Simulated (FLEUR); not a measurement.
The system is ZrS2.

```
Zr S
1.0
     3.69138    0.00000    0.00000
    -1.84569    3.19683    0.00000
     0.00000    0.00000    6.04108
Zr S
1 2
Direct
  0.00000 0.00000 0.00000
  0.33333 0.66667 0.23791
  0.66667 0.33333 0.76209
```

The cell is a database's computed one.

Base run:

```yaml
Program: FLEUR MaX-R8.1 (later development tree)
Functional: LDA
Potentials_or_basis: all-electron
Basis: FLAPW
Kmax: 5.08 1/bohr
k_mesh: 8 × 8 × 5
Occupations: fermi-dirac, width 0.05 eV
Spin: no spin polarisation
```

Its results: band gap on the k mesh 0.94 eV, indirect (least direct gap 1.53 eV).

After a change of settings the same cell gave: band gap on the k mesh 1.35 eV, indirect (least direct gap 1.93 eV). Which change was it?
A. functional from LDA to r2SCAN
B. functional from LDA to AM05
C. functional from LDA to PBE
D. functional from LDA to PBEsol

A.

r2SCAN gives the wider gap, since meta-GGAs in the generalised Kohn-Sham scheme recover part of the derivative discontinuity.

Caveats: the meta-GGA is that of a development version, with a GGA for the radial functions and cores and without core tails (some runs).

Not every run made on this cell is shown here.
